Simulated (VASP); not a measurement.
# Ge48H19N in VASP: single point with PBE+D3(BJ)

Aim: the single point of Ge48H19N with PBE+D3(BJ).

All numbers are computed with VASP 6.6.1; they aren't measurements. Logs are shortened: lines on timing, memory, paths and dates and some standing lists are left out, and cuts for length are marked.

## 1. Starting point

The cell holds a slab with vacuum, 68 atoms: a = 11.316 Å, b = 11.316 Å, c = 23.742 Å, α = 90.00°, β = 90.00°, γ = 90.00°.

The cell was built by a generator and needn't be a form met in nature.

## 2. Single point, PBE+D3(BJ)

File INCAR:

```
SYSTEM = Ge48H19N
PREC     = Accurate       ! precision mode
ENCUT    = 400            ! plane-wave cutoff, eV
EDIFF    = 1E-6           ! SCF threshold, eV
ISMEAR   = 0              ! smearing method
SIGMA    = 0.05           ! smearing width, eV
LREAL    = Auto         
LASPH    = .TRUE.         ! aspherical terms in the spheres
NELM     = 80             ! most SCF steps
ALGO     = Fast           ! electronic algorithm
ISIF     = 2              ! what is computed and relaxed
LWAVE    = .FALSE.        ! write WAVECAR
LCHARG   = .FALSE.        ! write CHGCAR
GGA      = PE             ! functional
IVDW     = 12             ! dispersion correction
NBANDS   = 388            ! bands
ISYM     = 0            
NCORE    = 4
```

File KPOINTS:

```
regular mesh
0
G
  1 1 1
  0 0 0
```

File POSCAR:

```
Ge48H19N
1.0
    8.0016203359      8.0016203359      0.0000000000
   -8.0016203359      8.0016203359      0.0000000000
    0.0000000000      0.0000000000     23.7419000000
Ge H N
48 19 1
Direct
    0.7005149941      0.2994850059      0.4246458792
    0.7994850059      0.7005149941      0.4246458792
    0.0494850059      0.9505149941      0.4524448338
    0.2994850059      0.2005149941      0.4246458792
    0.9505149941      0.5494850059      0.4524448338
    0.2005149941      0.7994850059      0.4246458792
    0.4505149941      0.0494850059      0.4524448338
    0.5494850059      0.4505149941      0.4524448338
    0.8750000000      0.3750000000      0.3831791053
    0.8750000000      0.8750000000      0.3831791053
    0.1250000000      0.1250000000      0.3831791053
    0.3750000000      0.3750000000      0.3831791053
    0.1250000000      0.6250000000      0.3831791053
    0.3750000000      0.8750000000      0.3831791053
    0.6250000000      0.1250000000      0.3831791053
    0.6250000000      0.6250000000      0.3831791053
    0.0000000000      0.2500000000      0.3236008913
    0.0000000000      0.7500000000      0.3236008913
    0.2500000000      0.0000000000      0.3236008913
    0.5000000000      0.2500000000      0.3236008913
    0.2500000000      0.5000000000      0.3236008913
    0.5000000000      0.7500000000      0.3236008913
    0.7500000000      0.0000000000      0.3236008913
    0.7500000000      0.5000000000      0.3236008913
    0.8750000000      0.1250000000      0.2640226772
    0.8750000000      0.6250000000      0.2640226772
    0.1250000000      0.8750000000      0.2640226772
    0.3750000000      0.1250000000      0.2640226772
    0.1250000000      0.3750000000      0.2640226772
    0.3750000000      0.6250000000      0.2640226772
    0.6250000000      0.8750000000      0.2640226772
    0.6250000000      0.3750000000      0.2640226772
    0.7500000000      0.2500000000      0.2044444632
    0.7500000000      0.7500000000      0.2044444632
    0.0000000000      0.0000000000      0.2044444632
    0.2500000000      0.2500000000      0.2044444632
    0.0000000000      0.5000000000      0.2044444632
    0.2500000000      0.7500000000      0.2044444632
    0.5000000000      0.0000000000      0.2044444632
    0.5000000000      0.5000000000      0.2044444632
    0.8750000000      0.3750000000      0.1448662491
    0.8750000000      0.8750000000      0.1448662491
    0.1250000000      0.1250000000      0.1448662491
    0.3750000000      0.3750000000      0.1448662491
    0.1250000000      0.6250000000      0.1448662491
    0.3750000000      0.8750000000      0.1448662491
    0.6250000000      0.1250000000      0.1448662491
    0.6250000000      0.6250000000      0.1448662491
    0.9510221023      0.2989778977      0.1052990704
    0.7989778977      0.4510221023      0.1052990704
    0.9510221023      0.7989778977      0.1052990704
    0.7989778977      0.9510221023      0.1052990704
    0.2010221023      0.0489778977      0.1052990704
    0.0489778977      0.2010221023      0.1052990704
    0.4510221023      0.2989778977      0.1052990704
    0.2989778977      0.4510221023      0.1052990704
    0.2010221023      0.5489778977      0.1052990704
    0.0489778977      0.7010221023      0.1052990704
    0.4510221023      0.7989778977      0.1052990704
    0.2989778977      0.9510221023      0.1052990704
    0.7010221023      0.0489778977      0.1052990704
    0.5489778977      0.2010221023      0.1052990704
    0.7010221023      0.5489778977      0.1052990704
    0.5489778977      0.7010221023      0.1052990704
    0.3011006663      0.6814564151      0.5098411813
    0.1745858073      0.7330990807      0.5321978502
    0.2897789023      0.8199791193      0.5286448883
    0.2471584718      0.7528415282      0.5090849018
```

Potentials or basis: VASP PAW PBE potentials, release 64 (Ge_d, H, N).

The run is started by

```
$ cat potpaw_PBE.64/Ge_d/POTCAR potpaw_PBE.64/H/POTCAR potpaw_PBE.64/N/POTCAR > POTCAR
$ mpirun -np 8 vasp_gam > vasp.out
```

OUTCAR:

```text
SYSTEM = Ge48H19N
   PREC = Accurate
   ENCUT = 400
   EDIFF = 1E-6
   ISMEAR = 0
   LREAL = Auto
   LASPH = .TRUE.
   NELM = 80
   ISIF = 2
   GGA = PE
   IVDW = 12
   ISYM = 0
 IVDW          = 12

 ion  position               nearest neighbor table
   1  0.701  0.299  0.425-   9 2.37  15 2.37   8 2.51
   2  0.799  0.701  0.425-  10 2.37  16 2.37   5 2.51
   3  0.049  0.951  0.452-   6 2.51  10 2.71  11 2.71
   4  0.299  0.201  0.425-  11 2.37  12 2.37   7 2.51
   5  0.951  0.549  0.452-   2 2.51   9 2.71  13 2.71
   6  0.201  0.799  0.425-  68 2.14  14 2.37  13 2.37   3 2.51
   7  0.451  0.049  0.452-   4 2.51  14 2.71  15 2.71
   8  0.549  0.451  0.452-   1 2.51  12 2.71  16 2.71
   9  0.875  0.375  0.383-   1 2.37  17 2.45  24 2.45   5 2.71
  10  0.875  0.875  0.383-   2 2.37  18 2.45  23 2.45   3 2.71
  11  0.125  0.125  0.383-   4 2.37  17 2.45  19 2.45   3 2.71
  12  0.375  0.375  0.383-   4 2.37  20 2.45  21 2.45   8 2.71
  13  0.125  0.625  0.383-   6 2.37  18 2.45  21 2.45   5 2.71
  14  0.375  0.875  0.383-   6 2.37  19 2.45  22 2.45   7 2.71
[... 32 lines left out ...]
  47  0.625  0.125  0.145-  61 1.54  62 1.54  33 2.45  39 2.45
  48  0.625  0.625  0.145-  63 1.54  64 1.54  34 2.45  40 2.45
  49  0.951  0.299  0.105-  41 1.54
  50  0.799  0.451  0.105-  41 1.54
  51  0.951  0.799  0.105-  42 1.54
  52  0.799  0.951  0.105-  42 1.54
  53  0.201  0.049  0.105-  43 1.54
  54  0.049  0.201  0.105-  43 1.54
[... 11 lines left out ...]
  66  0.175  0.733  0.532-  68 1.01
  67  0.290  0.820  0.529-  68 1.01
  68  0.247  0.753  0.509-  65 1.01  67 1.01  66 1.01   6 2.14

IMPORTANT INFORMATION: All symmetrisations will be switched off!
NOSYMM: (Re-)initialisation of all symmetry stuff for point group C_1.

----------------------------------------------------------------------------------------

                                     Primitive cell

  volume of cell :    3040.1944

  direct lattice vectors                    reciprocal lattice vectors
     8.001620336  8.001620336  0.000000000     0.062487344  0.062487344  0.000000000
    -8.001620336  8.001620336  0.000000000    -0.062487344  0.062487344  0.000000000
     0.000000000  0.000000000 23.741900000     0.000000000  0.000000000  0.042119628

  length of vectors
    11.316000000 11.316000000 23.741900000     0.088370449  0.088370449  0.042119628

  position of ions in fractional coordinates (direct lattice)
     0.700514994  0.299485006  0.424645879
     0.799485006  0.700514994  0.424645879
     0.049485006  0.950514994  0.452444834
     0.299485006  0.200514994  0.424645879
     0.950514994  0.549485006  0.452444834
     0.200514994  0.799485006  0.424645879
[... 60 lines left out ...]
     0.289778902  0.819979119  0.528644888
     0.247158472  0.752841528  0.509084902

  ion indices of the primitive-cell ions
   primitive index   ion index
                 1           1
                 2           2
                 3           3
                 4           4
                 5           5
                 6           6
[... 60 lines left out ...]
                67          67
                68          68

----------------------------------------------------------------------------------------

 KPOINTS: regular mesh

Automatic generation of k-mesh.
 Grid dimensions read from file:
 generate k-points for:    1    1    1

 Generating k-lattice:

  Cartesian coordinates                     Fractional coordinates (reciprocal lattice)
     0.062487344  0.062487344  0.000000000     1.000000000  0.000000000  0.000000000
    -0.062487344  0.062487344  0.000000000     0.000000000  1.000000000  0.000000000
     0.000000000  0.000000000  0.042119628     0.000000000  0.000000000  1.000000000

  Length of vectors
     0.088370449  0.088370449  0.042119628

  Shift w.r.t. Gamma in fractional coordinates (k-lattice)
     0.000000000  0.000000000  0.000000000

 Subroutine IBZKPT returns following result:
 ===========================================

 Found      1 irreducible k-points:

 Following reciprocal coordinates:
            Coordinates               Weight
  0.000000  0.000000  0.000000      1.000000
   k-points           NKPTS =      1   k-points in BZ     NKDIM =      1   number of bands    NBANDS=    388
   number of dos      NEDOS =    301   number of ions     NIONS =     68
   total plane-waves  NPLWV = ******
   dimension x,y,z NGX =    80 NGY =   80 NGZ =  160
   dimension x,y,z NGXF=   160 NGYF=  160 NGZF=  320
   ions per type =              48  19   1
   NGX,Y,Z   is equivalent  to a cutoff of  11.75, 11.75, 11.20 a.u.
   NGXF,Y,Z  is equivalent  to a cutoff of  23.51, 23.51, 22.41 a.u.
 SYSTEM =  Ge48H19N
   PREC   = accura    normal or accurate (medium, high low for compatibility)
   ISTART =      0    job   : 0-new  1-cont  2-samecut
   ICHARG =      2    charge: 1-file 2-atom 10-const
   ISPIN  =      1    spin polarized calculation?
   LNONCOLLINEAR =      F non collinear calculations
   LSORBIT =      F    spin-orbit coupling
   LASPH  =      T    aspherical Exc in radial PAW
   ENCUT  =  400.0 eV  29.40 Ry    5.42 a.u.  18.45 18.45 38.72*2*pi/ulx,y,z
   NELM   =     80;   NELMIN=  2; NELMDL= -5     # of ELM steps
   EDIFF  = 0.1E-05   stopping-criterion for ELM
   LREAL  =      T    real-space projection
   EDIFFG = 0.1E-04   stopping-criterion for IOM
   NSW    =      0    number of steps for IOM
   IBRION =     -1    ionic relax: 0-MD 1-quasi-New 2-CG
   NFREE  =      0    steps in history (QN), initial steepest desc. (CG)
   ISIF   =      2    stress and relaxation
   ISYM   =      0    0-nonsym 1-usesym 2-fastsym
   POTIM  = 0.5000    time-step for ionic-motion
   TEBEG  =    0.0;   TEEND  =   0.0 temperature during run
   PSTRESS=    0.0 pullay stress
   NELECT =     696.0000    total number of electrons
   NUPDOWN=      -1.0000    fix difference up-down
   EMIN   =  10.00;   EMAX   =-10.00  energy-range for DOS
   EFERMI =   0.00;   METHOD = LEGACY
   ISMEAR =     0;   SIGMA  =   0.05  broadening in eV -4-tet -1-fermi 0-gaus
   EFERMI_NEDOS =   21; number of points for ismear=-14 and -15
   IALGO  =     68    algorithm
   IMIX   =      4    mixing-type and parameters
     AMIX     =   0.40;   BMIX     =  1.00
     AMIX_MAG =   1.60;   BMIX_MAG =  1.00
  volume/ion in A,a.u.               =      44.71       301.71
  Fermi-wavevector in a.u.,A,eV,Ry     =   1.001484  1.892531 13.646245  1.002971
  Thomas-Fermi vector in A             =   2.133909
   LORBIT       =      0    0 simple, 1 ext, 2 COOP (PROOUT), +10 PAW based schemes
   GGA     = PE    functional components
   LHFCALC =     F    Hartree Fock is set to
   AEXX    =    0.0000 exact exchange contribution
   IVDW    =    12    specifies the selected vdW correction
   LEPSILON=     F    determine dielectric tensor
   LRPA    =     F    only Hartree local field effects (RPA)
 non-spin polarized calculation
 RMM-DIIS sequential band-by-band and
 Gauss-broadening in eV      SIGMA  =   0.05
  energy-cutoff  :      400.00
  volume of cell :     3040.19
 maximum number of plane-waves:     27645
 NGX is ok and might be reduce to    80
   NGX = 37   NGY = 37   NGZ = 77

 number of electron     695.9999437 magnetization

 Free energy of the ion-electron system (eV)
  ---------------------------------------------------
  ext. energy  EPLUGINS =         0.00000000
  ---------------------------------------------------
  free energy    TOTEN  =      -275.21036566 eV

  energy without entropy =     -275.17241815  energy(sigma->0) =     -275.19139190

 E-fermi :  -1.0187     XC(G=0):  -4.4452

 val. band max:       -1.0502609235   @ k =   0.0000   0.0000   0.0000
 cond. band min:      -0.9872260706   @ k =   0.0000   0.0000   0.0000
 fundamental gap:      0.0630348529
 Fermi energy:        -1.0187369491

 k-point     1 :       0.0000    0.0000    0.0000
  band No.  band energies     occupation
      1     -25.6533      2.00000
      2     -25.6252      2.00000
      3     -25.6093      2.00000
      4     -25.5945      2.00000
      5     -25.5679      2.00000
      6     -25.5667      2.00000
[... 352 lines left out ...]
    359       0.9274      0.00000
    360       0.9451      0.00000
 [bands above 360 left out]

------------------------ aborting loop because EDIFF is reached ----------------------------------------

 Edisp (eV)  -11.83597

 E8    (eV) :    -5.3054

  FORCE on cell =-STRESS in cart. coord.  units (eV):
  Direction    XX          YY          ZZ          XY          YZ          ZX
  --------------------------------------------------------------------------------------
  -------------------------------------------------------------------------------------
  Total      23.99934    10.06183    -1.16849     0.02030     0.02336     0.29796
  in kB      12.64761     5.30257    -0.61579     0.01070     0.01231     0.15702
  external pressure =        5.78 kB  Pullay stress =        0.00 kB

 VOLUME and BASIS-vectors are now :
 -----------------------------------------------------------------------------
  energy-cutoff  :      400.00
  volume of cell :     3040.19
      direct lattice vectors                 reciprocal lattice vectors
     8.001620336  8.001620336  0.000000000     0.062487344  0.062487344  0.000000000
    -8.001620336  8.001620336  0.000000000    -0.062487344  0.062487344  0.000000000
     0.000000000  0.000000000 23.741900000     0.000000000  0.000000000  0.042119628

 POSITION                                       TOTAL-FORCE (eV/Angst)
 -----------------------------------------------------------------------------------
      3.20889      8.00162     10.08190        -0.158244      0.001246     -0.509104
      0.79192     12.00243     10.08190         0.153131      0.021670     -0.511902
     -7.20970      8.00162     10.74190        -1.143615      0.002060     -0.187388
      0.79192      4.00081     10.08190         0.160064     -0.023337     -0.507484
      3.20889     12.00243     10.74190         1.065012      0.020018      0.051817
     -4.79273      8.00162     10.08190        -0.067888     -0.001012      0.006926
[... 60 lines left out ...]
     -4.24246      8.87986     12.55103        -0.176065      0.616214      0.156270
     -4.04628      8.00162     12.08664         0.056431     -0.014799     -0.288744
 -----------------------------------------------------------------------------------
    total drift:                                0.000021     -0.000484      0.021287

  FREE ENERGIE OF THE ION-ELECTRON SYSTEM (eV)
  ---------------------------------------------------
  free  energy   TOTEN  =      -287.0463391622 eV

  energy  without entropy=     -287.0083916547  energy(sigma->0) =     -287.02736541
```

Wall time 3.3 min (8 MPI ranks of Intel Xeon 6975P-C (Granite Rapids), shared host); peak memory 0.45 GiB.

What came out:

* Free energy: -287.0463 eV
* Largest force: 1.275 eV/Å
* Band gap on the k mesh: 0.06 eV, direct
* Dispersion energy per atom: -0.174 eV

Forces in eV/Å, atoms in the order of the input:
```
Ge  -0.158  0.001 -0.509
Ge   0.153  0.022 -0.512
Ge  -1.144  0.002 -0.187
Ge   0.160 -0.023 -0.507
Ge   1.065  0.020  0.052
Ge  -0.068 -0.001  0.007
Ge   1.059 -0.024  0.051
Ge  -1.093  0.001  0.014
Ge  -0.093  1.101  0.563
Ge   0.085  1.101  0.573
Ge   0.084 -1.109  0.578
Ge   0.112  1.070  0.527
Ge  -0.295 -1.201  0.314
Ge  -0.291  1.198  0.311
Ge  -0.093 -1.108  0.564
Ge   0.109 -1.073  0.529
Ge   0.021  0.008  0.267
Ge   0.241 -0.158 -0.473
Ge   0.242  0.162 -0.471
Ge  -0.021 -0.003 -0.503
Ge  -0.047  0.002  0.273
Ge  -0.046 -0.002  0.275
Ge   0.022 -0.009  0.267
Ge  -0.023  0.009 -0.504
Ge   0.034  0.000 -0.043
Ge   0.177  0.094 -0.170
Ge  -0.301 -0.001 -0.185
Ge   0.177 -0.095 -0.171
Ge  -0.023  0.006 -0.046
Ge   0.041  0.001 -0.055
Ge  -0.023 -0.006 -0.046
Ge  -0.247  0.000 -0.168
Ge  -0.048  0.002 -0.208
Ge   0.082 -0.037 -0.174
Ge   0.116 -0.001 -0.144
Ge   0.082  0.038 -0.175
Ge  -0.102  0.011 -0.140
Ge  -0.055  0.000 -0.191
Ge  -0.101 -0.009 -0.139
Ge   0.078  0.000 -0.145
Ge   0.057  0.006  0.021
Ge  -0.074  0.015  0.021
Ge  -0.074 -0.015  0.021
Ge  -0.078 -0.011  0.024
Ge   0.047 -0.013  0.016
Ge   0.047  0.012  0.016
Ge   0.057 -0.007  0.021
Ge  -0.077  0.011  0.024
H   -0.066 -0.023  0.037
H    0.060 -0.009  0.044
H   -0.065 -0.014  0.036
H    0.073 -0.027  0.012
H   -0.065  0.014  0.036
H    0.073  0.028  0.012
H   -0.062 -0.008  0.037
H    0.082 -0.012  0.024
H   -0.077  0.022  0.037
H    0.068  0.014  0.041
H   -0.077 -0.021  0.038
H    0.068 -0.014  0.042
H   -0.066  0.024  0.037
H    0.060  0.010  0.044
H   -0.062  0.008  0.037
H    0.082  0.012  0.024
H    0.638 -0.084 -0.072
H   -0.320 -0.505  0.205
H   -0.176  0.616  0.156
N    0.056 -0.015 -0.289
```

Caveat: the cutoff is under 1.25 times the usual one of these potentials, so pressure, stress and relaxed cells hold a basis-set (Pulay) error. A hybrid or GW would open this gap; PBE tends to underestimate it.
